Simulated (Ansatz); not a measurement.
# Pt: relaxation of cell and atoms with PBEsol+D4

Crystal: Pt.

```
Pt
1.0
     0.00000    1.96090    1.96090
     1.96090    0.00000    1.96090
     1.96090    1.96090    0.00000
Pt
1
Direct
  0.00000 0.00000 0.00000
```

```json
{
 "Program": "Ansatz 0.2.0",
 "Task": "relaxation of cell and atoms",
 "Functional": "PBEsol",
 "Dispersion": "D4",
 "Potentials or basis": "Ansatz PAW",
 "Cutoff": "420 eV (not typed: the program's choice for these potentials)",
 "k mesh": "12 × 12 × 12",
 "Occupations": "fermi-dirac, width 0.05 eV",
 "Spin": "no spin polarisation"
}
```

| Item | Value |
| --- | --- |
| Relaxed volume | 14.82 Å³/atom |
| Relaxed cell | a = 2.757 Å, b = 2.757 Å, c = 2.757 Å, α = 60.00°, β = 60.00°, γ = 60.00° |
| Space group after relaxing (to 0.05 Å) | Fm-3m (No. 225) |
| Energy gained by relaxing | 4.0 meV/atom |
| Ionic steps | 4 |
| Pressure after relaxing | 0.0 GPa |
| Band gap on the k mesh | none (metal or under the smearing width) |

Step by step:
```
step  energy change (eV)  largest force (eV/Å)  volume (Å³)
   1              0.0000                0.0000        15.08
   2             -0.0041                0.0000        14.84
   3             -0.0041                0.0000        14.82
   4             -0.0040                0.0000        14.82
```

Final structure:
```
Pt
1.0
     0.00000    1.94974    1.94974
     1.94974    0.00000    1.94974
     1.94974    1.94974    0.00000
Pt
1
Direct
  0.00000 0.00000 0.00000
```

Levels at points of the mesh, in eV from the Fermi level:
| k point | band 5 | band 6 | band 7 | band 8 | band 9 | band 10 | band 11 | band 12 | band 13 |
| --- | --- | --- | --- | --- | --- | --- | --- | --- | --- |
| (0.00, 0.00, 0.00) | -10.53 | -3.94 | -3.94 | -3.94 | -1.70 | -1.70 | 14.49 | 19.52 | 19.52 |
| (0.00, 0.00, -0.50) | -7.59 | -4.01 | -4.01 | -0.66 | 0.03 | 0.03 | 5.93 | 14.05 | 18.98 |
| (0.00, -0.50, -0.50) | -7.34 | -6.87 | 0.01 | 0.50 | 0.50 | 1.64 | 9.01 | 11.36 | 11.36 |

Wall time 2.7 s on 2 threads of Arm Neoverse V2 (shared host), peak memory 0.28 GiB.

Caveat: the plane-wave basis is chosen anew once the cell has moved, so the energies of steps on either side of that aren't comparable; pairwise dispersion overbinds metals, which lowers pressure and volume; the PAW data sets come from PBE, with cores solved anew for the run's functional, which leaves a small shift of forces and pressure. Spin-orbit coupling is left out, which matters for the levels of Pt.
